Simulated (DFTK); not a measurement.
# TiB2 (P6/mmm) in DFTK: a series of runs

Runs on TiB2. Level: PBE. Tasks: single point.

Everything below comes from runs of DFTK 0.8.2. Logs are shortened: lines on timing, memory, paths and dates and some standing lists are left out, and cuts for length are marked.

## 1. The structure

Symmetry: P6/mmm, No. 191, hexagonal system. Conventional cell: a = 3.029 Å, b = 3.029 Å, c = 3.228 Å, α = 90.00°, β = 90.00°, γ = 120.00°. Ti (site symmetry 6/mmm) is surrounded by 12 B at 2.38 Å. B (site symmetry -6m2) has 3 B at 1.75 Å as nearest neighbours.

## 2. Single point, PBE

Input file run.jl:

```julia
using DFTK
using PseudoPotentialData
using Unitful, UnitfulAtomic
using LinearAlgebra, Printf
include("save.jl")
disable_threading()

# lattice vectors are the columns
lattice = austrip(1u"Å") * [        3.0292        -1.5146            0.0;
                      0.0   2.6233641531            0.0;
                      0.0            0.0         3.2284]
symbols   = [:Ti, :B, :B]
positions = [[0.0, 0.0, 0.0],
             [0.6666666667, 0.3333333333, 0.5],
             [0.3333333333, 0.6666666667, 0.5]]
pseudopotentials = PseudoFamily("dojo.nc.sr.pbe.v0_4_1.standard.upf")
elements = Dict(s => ElementPsp(s, pseudopotentials) for s in unique(symbols))
atoms    = [elements[s] for s in symbols]

build_model(lattice, positions; symmetries=true) =
    model_DFT(lattice, atoms, positions;
              functionals=PBE(),
              temperature=austrip(0.05u"eV"),
              smearing=Smearing.FermiDirac(),
              symmetries)
Ecut  = 42.0  # hartree
kgrid = [10, 10, 8]
tol   = 1e-6
to_GPa = ustrip(uconvert(u"GPa", 1u"hartree/bohr^3"))

model = build_model(lattice, positions)
basis = PlaneWaveBasis(model; Ecut, kgrid)
display(basis)
scfres = self_consistent_field(basis;
                               tol,
                               nbandsalg=AdaptiveBands(model; n_bands_converge=14))
display(scfres.energies)
@printf "Fermi level: %.6f eV\n" ustrip(auconvert(u"eV", something(scfres.εF, NaN)))
forces = compute_forces_cart(scfres)
println("Forces (eV/Å)")
for (s, f) in zip(symbols, forces)
    @printf "%-3s %12.6f %12.6f %12.6f\n" s ustrip.(auconvert.(u"eV/Å", f))...
end
stress = compute_stresses_cart(scfres)
println("Stress (GPa)")
display(round.(stress * to_GPa; digits=4))
println("Levels at the first k-point (eV): ", round.(ustrip.(auconvert.(u"eV", scfres.eigenvalues[1][1:scfres.n_bands_converge])); digits=4))
save_scf!(scfres; forces, stress)
```

Potentials or basis: dojo.nc.sr.pbe.v0_4_1.standard.upf (PBE).

On the command line:

```
> julia --threads=1 run.jl  # save.jl only writes the numbers to a file and isn't shown; printed stress counts tension as positive; times include loading and compiling
```

The log of the run:

```text
PlaneWaveBasis discretization:

    Ecut                 : 42.0 Ha
    fft_size             : (36, 36, 40), 51840 total points
    kgrid                : MonkhorstPack([10, 10, 8])
    num.   red. kpoints  : 800
    num. irred. kpoints  : 70

    Discretized Model(gga_x_pbe+gga_c_pbe, 3D):
        lattice (in Bohr)    : [5.72436   , -2.86218  , 0         ]
                               [0         , 4.95744   , 0         ]
                               [0         , 0         , 6.10079   ]
        unit cell volume     : 173.13 Bohr³

        atoms                : B₂Ti
        pseudopot. family    : PseudoFamily("dojo.nc.sr.pbe.v0_4_1.standard.upf")

        num. electrons       : 18
        spin polarization    : none
        temperature          : 0.0018375 Ha
        smearing             : DFTK.Smearing.FermiDirac()

        terms                : Kinetic()
                               AtomicLocal()
                               AtomicNonlocal()
                               Ewald(nothing)
                               PspCorrection()
                               Hartree()
                               Xc(gga_x_pbe, gga_c_pbe)
                               Entropy()
n     Energy            log10(ΔE)   log10(Δρ)   Diag   Δtime
---   ---------------   ---------   ---------   ----   ------
  1   -65.16253324436                   -0.55    5.4    7.22s
  2   -65.34456871980       -0.74       -1.12    3.0    4.49s
  3   -65.35363086530       -2.04       -1.47    3.2    4.51s
  4   -65.35459686484       -3.02       -2.08    2.1    4.19s
  5   -65.35463452374       -4.42       -2.47    2.0    3.51s
  6   -65.35464114977       -5.18       -3.22    2.7    3.88s
  7   -65.35464154230       -6.41       -3.58    2.7    3.99s
  8   -65.35464160138       -7.23       -4.38    2.1    3.59s
  9   -65.35464160288       -8.83       -4.82    2.8    4.16s
 10   -65.35464160299       -9.97       -5.60    2.3    3.81s
 11   -65.35464160299      -11.51       -6.00    3.2    4.33s
 12   -65.35464160299      -12.49       -6.66    2.0    3.47s
Energy breakdown (in Ha):
    Kinetic             27.6552107
    AtomicLocal         -45.4190464
    AtomicNonlocal      0.6729622
    Ewald               -51.3087759
    PspCorrection       2.2309925
    Hartree             12.1069493
    Xc                  -11.2927009
    Entropy             -0.0002331

    total               -65.354641602989
Fermi level: 11.751263 eV
Forces (eV/Å)
Ti      0.000000     0.000000    -0.000000
B      -0.000000     0.000000     0.000000
B       0.000000    -0.000000     0.000000
Stress (GPa)
3×3 StaticArraysCore.SMatrix{3, 3, Float64, 9} with indices SOneTo(3)×SOneTo(3):
 -0.2612   0.0      0.0
 -0.0     -0.2612   0.0
 -0.0      0.0     -0.062
Levels at the first k-point (eV): [-45.1367, -21.4919, -21.1909, -21.1909, -1.7122, 9.1952, 9.1952, 9.4647, 9.6939, 13.7107, 13.7107, 15.4584, 15.4584, 17.5927]
```

Wall time 1.7 min (1 thread of Intel Xeon 6975P-C (Granite Rapids), shared host); peak memory 1.9 GiB.

What came out:

```
Free energy            : -1778.3904 eV
Pressure               : 0.2 GPa
Band gap on the k mesh : none (metal or under the smearing width)
```

Stress tensor (GPa, compression positive):
```
0.26 0.00 0.00
0.00 0.26 0.00
0.00 0.00 0.06
```

Levels at points of the mesh, in eV from the Fermi level:
```tsv
k point	band 5	band 6	band 7	band 8	band 9	band 10	band 11	band 12	band 13	band 14
(0.00, 0.00, 0.00)	-13.46	-2.56	-2.56	-2.29	-2.06	1.96	1.96	3.71	3.71	5.84
(-0.50, 0.00, 0.00)	-9.32	-9.19	-3.23	-3.18	-2.21	1.41	2.81	3.28	3.41	7.50
(0.00, 0.00, -0.50)	-11.54	-7.57	-0.51	-0.51	-0.11	-0.11	0.50	0.50	1.70	6.60
(-0.50, 0.00, -0.50)	-9.71	-7.51	-4.60	-3.77	-3.10	2.55	2.98	4.53	4.64	5.44
```

## 3. Single point, PBE

Changes to run.jl since step 2:

```diff
@@ -15,3 +15,3 @@
              [0.3333333333, 0.6666666667, 0.5]]
-pseudopotentials = PseudoFamily("dojo.nc.sr.pbe.v0_4_1.standard.upf")
+pseudopotentials = PseudoFamily("dojo.nc.sr.pbe.v0_5.standard.upf")
 elements = Dict(s => ElementPsp(s, pseudopotentials) for s in unique(symbols))
```

Potentials or basis: dojo.nc.sr.pbe.v0_5.standard.upf (PBE).

On the command line:

```
> julia --threads=1 run.jl  # save.jl only writes the numbers to a file and isn't shown; printed stress counts tension as positive; times include loading and compiling
```

Wall time 1.8 min (1 thread of Intel Xeon 6975P-C (Granite Rapids), shared host); peak memory 1.9 GiB.

Results (log left out):

```
Free energy            : -1778.3904 eV
Pressure               : 0.2 GPa
Band gap on the k mesh : none (metal or under the smearing width)
```

Stress tensor (GPa, compression positive):
```
0.26 0.00 0.00
0.00 0.26 0.00
0.00 0.00 0.06
```

Levels at points of the mesh, in eV from the Fermi level:
```csv
k point,band 5,band 6,band 7,band 8,band 9,band 10,band 11,band 12,band 13,band 14
"(0.00, 0.00, 0.00)",-13.46,-2.56,-2.56,-2.29,-2.06,1.96,1.96,3.71,3.71,5.84
"(-0.50, 0.00, 0.00)",-9.32,-9.19,-3.23,-3.18,-2.21,1.41,2.81,3.28,3.41,7.50
"(0.00, 0.00, -0.50)",-11.54,-7.57,-0.51,-0.51,-0.11,-0.11,0.50,0.50,1.70,6.60
"(-0.50, 0.00, -0.50)",-9.71,-7.51,-4.60,-3.77,-3.10,2.55,2.98,4.53,4.64,5.44
```

## 4. Single point, PBE

Changes to run.jl since step 3:

```diff
@@ -15,3 +15,3 @@
              [0.3333333333, 0.6666666667, 0.5]]
-pseudopotentials = PseudoFamily("dojo.nc.sr.pbe.v0_5.standard.upf")
+pseudopotentials = PseudoFamily("dojo.nc.sr.pbe.v0_5.stringent.upf")
 elements = Dict(s => ElementPsp(s, pseudopotentials) for s in unique(symbols))
```

Potentials or basis: dojo.nc.sr.pbe.v0_5.stringent.upf (PBE).

On the command line:

```
> julia --threads=1 run.jl  # save.jl only writes the numbers to a file and isn't shown; printed stress counts tension as positive; times include loading and compiling
```

The log of the run:

```text
PlaneWaveBasis discretization:

    Ecut                 : 42.0 Ha
    fft_size             : (36, 36, 40), 51840 total points
    kgrid                : MonkhorstPack([10, 10, 8])
    num.   red. kpoints  : 800
    num. irred. kpoints  : 70

    Discretized Model(gga_x_pbe+gga_c_pbe, 3D):
        lattice (in Bohr)    : [5.72436   , -2.86218  , 0         ]
                               [0         , 4.95744   , 0         ]
                               [0         , 0         , 6.10079   ]
        unit cell volume     : 173.13 Bohr³

        atoms                : B₂Ti
        pseudopot. family    : PseudoFamily("dojo.nc.sr.pbe.v0_5.stringent.upf")

        num. electrons       : 18
        spin polarization    : none
        temperature          : 0.0018375 Ha
        smearing             : DFTK.Smearing.FermiDirac()

        terms                : Kinetic()
                               AtomicLocal()
                               AtomicNonlocal()
                               Ewald(nothing)
                               PspCorrection()
                               Hartree()
                               Xc(gga_x_pbe, gga_c_pbe)
                               Entropy()
n     Energy            log10(ΔE)   log10(Δρ)   Diag   Δtime
---   ---------------   ---------   ---------   ----   ------
  1   -65.16252923788                   -0.55    5.5    7.09s
  2   -65.34457043724       -0.74       -1.12    3.0    4.41s
  3   -65.35363116148       -2.04       -1.47    3.2    5.21s
  4   -65.35459678404       -3.02       -2.08    2.0    3.64s
  5   -65.35463449191       -4.42       -2.47    2.0    3.52s
  6   -65.35464114693       -5.18       -3.22    2.7    3.91s
  7   -65.35464154176       -6.40       -3.58    2.7    4.05s
  8   -65.35464160134       -7.22       -4.38    2.1    3.60s
  9   -65.35464160288       -8.81       -4.83    2.8    4.27s
 10   -65.35464160299       -9.98       -5.62    2.4    3.87s
 11   -65.35464160299      -11.53       -5.99    3.2    4.34s
 12   -65.35464160299      -12.45       -6.66    2.0    3.49s
Energy breakdown (in Ha):
    Kinetic             27.6552107
    AtomicLocal         -45.4190464
    AtomicNonlocal      0.6729622
    Ewald               -51.3087759
    PspCorrection       2.2309925
    Hartree             12.1069493
    Xc                  -11.2927009
    Entropy             -0.0002331

    total               -65.354641602989
Fermi level: 11.751263 eV
Forces (eV/Å)
Ti      0.000000     0.000000    -0.000000
B      -0.000000     0.000000     0.000000
B       0.000000    -0.000000     0.000000
Stress (GPa)
3×3 StaticArraysCore.SMatrix{3, 3, Float64, 9} with indices SOneTo(3)×SOneTo(3):
 -0.2612   0.0     -0.0
  0.0     -0.2612  -0.0
 -0.0      0.0     -0.062
Levels at the first k-point (eV): [-45.1367, -21.4919, -21.1909, -21.1909, -1.7122, 9.1952, 9.1952, 9.4647, 9.6939, 13.7107, 13.7107, 15.4584, 15.4584, 17.5927]
```

Run time: 1.7 min. Hardware: 1 thread of Intel Xeon 6975P-C (Granite Rapids), shared host; peak memory 1.9 GiB.

Results:

* Free energy: -1778.3904 eV
* Pressure: 0.2 GPa
* Band gap on the k mesh: none (metal or under the smearing width)

Stress tensor (GPa, compression positive):
```
0.26 0.00 0.00
0.00 0.26 0.00
0.00 0.00 0.06
```

## 5. Single point, PBE

Changes to run.jl since step 4:

```diff
@@ -15,4 +15,4 @@
              [0.3333333333, 0.6666666667, 0.5]]
-pseudopotentials = PseudoFamily("dojo.nc.sr.pbe.v0_5.stringent.upf")
-elements = Dict(s => ElementPsp(s, pseudopotentials) for s in unique(symbols))
+pseudopotentials = Dict(:B => "B.upf", :Ti => "Ti.upf")
+elements = Dict(s => ElementPsp(s, pseudopotentials; rcut=10.0) for s in unique(symbols))
 atoms    = [elements[s] for s in symbols]
@@ -25,3 +25,3 @@
               symmetries)
-Ecut  = 42.0  # hartree
+Ecut  = 45.0  # hartree
 kgrid = [10, 10, 8]
```

Potentials or basis: SG15 1.2 (PBE).

On the command line:

```
> julia --threads=1 run.jl  # save.jl only writes the numbers to a file and isn't shown; printed stress counts tension as positive; times include loading and compiling
```

The log of the run:

```text
PlaneWaveBasis discretization:

    Ecut                 : 45.0 Ha
    fft_size             : (40, 40, 40), 64000 total points
    kgrid                : MonkhorstPack([10, 10, 8])
    num.   red. kpoints  : 800
    num. irred. kpoints  : 70

    Discretized Model(gga_x_pbe+gga_c_pbe, 3D):
        lattice (in Bohr)    : [5.72436   , -2.86218  , 0         ]
                               [0         , 4.95744   , 0         ]
                               [0         , 0         , 6.10079   ]
        unit cell volume     : 173.13 Bohr³

        atoms                : B₂Ti
        atom potentials      : ElementPsp(:Ti, "Ti.upf")
                               ElementPsp(:B, "B.upf")
                               ElementPsp(:B, "B.upf")

        num. electrons       : 18
        spin polarization    : none
        temperature          : 0.0018375 Ha
        smearing             : DFTK.Smearing.FermiDirac()

        terms                : Kinetic()
                               AtomicLocal()
                               AtomicNonlocal()
                               Ewald(nothing)
                               PspCorrection()
                               Hartree()
                               Xc(gga_x_pbe, gga_c_pbe)
                               Entropy()
n     Energy            log10(ΔE)   log10(Δρ)   Diag   Δtime
---   ---------------   ---------   ---------   ----   ------
  1   -63.30419239226                   -0.57    5.0    7.61s
  2   -63.47391514880       -0.77       -1.15    2.9    4.84s
  3   -63.48232486428       -2.08       -1.50    3.1    5.05s
  4   -63.48301403011       -3.16       -2.14    2.0    3.99s
  5   -63.48305126907       -4.43       -2.54    2.0    4.64s
  6   -63.48305468922       -5.47       -3.26    2.4    4.35s
  7   -63.48305510097       -6.39       -3.73    2.6    4.54s
  8   -63.48305512157       -7.69       -4.16    2.2    4.13s
  9   -63.48305512208       -9.29       -4.50    1.9    3.81s
 10   -63.48305512295       -9.06       -5.25    2.1    4.07s
 11   -63.48305512297      -10.67       -5.46    2.4    5.15s
 12   -63.48305512298      -11.15       -5.66    1.4    3.51s
 13   -63.48305512298      -11.41       -6.91    2.0    3.99s
Energy breakdown (in Ha):
    Kinetic             26.0101223
    AtomicLocal         -37.9175050
    AtomicNonlocal      -5.5926038
    Ewald               -51.3087759
    PspCorrection       3.1424042
    Hartree             11.6414623
    Xc                  -9.4579277
    Entropy             -0.0002315

    total               -63.483055122980
Fermi level: 10.455944 eV
Forces (eV/Å)
Ti     -0.000000    -0.000000     0.000000
B      -0.000000     0.000000     0.000000
B       0.000000    -0.000000     0.000000
Stress (GPa)
3×3 StaticArraysCore.SMatrix{3, 3, Float64, 9} with indices SOneTo(3)×SOneTo(3):
  0.8684  0.0     -0.0
  0.0     0.8684   0.0
 -0.0     0.0      0.2579
Levels at the first k-point (eV): [-46.4619, -22.808, -22.5004, -22.5004, -2.9901, 7.8894, 7.8894, 8.1572, 8.4028, 12.4119, 12.4119, 14.1448, 14.1448, 16.2996]
```

Wall time 2.2 min (1 thread of Intel Xeon 6975P-C (Granite Rapids), shared host); peak memory 1.9 GiB.

What came out:

| Item | Value |
| --- | --- |
| Free energy | -1727.4619 eV |
| Pressure | -0.7 GPa |
| Band gap on the k mesh | none (metal or under the smearing width) |

Stress tensor (GPa, compression positive):
```
-0.87  0.00  0.00
 0.00 -0.87  0.00
 0.00  0.00 -0.26
```

## 6. The runs side by side

```csv
potentials or basis,cutoff (eV),gap on the mesh (eV),pressure (GPa)
dojo.nc.sr.pbe.v0_4_1.standard.upf (PBE),1143,none,0.2
dojo.nc.sr.pbe.v0_5.standard.upf (PBE),1143,none,0.2
dojo.nc.sr.pbe.v0_5.stringent.upf (PBE),1143,none,0.2
SG15 1.2 (PBE),1225,none,-0.7
```

Alike in all rows: task single point; level PBE; no spin polarisation; cell as given; k mesh 10 × 10 × 8; smearing fermi-dirac 0.05 eV.

Total energies depend on the potentials used, so only differences within one code and one set of settings carry meaning.
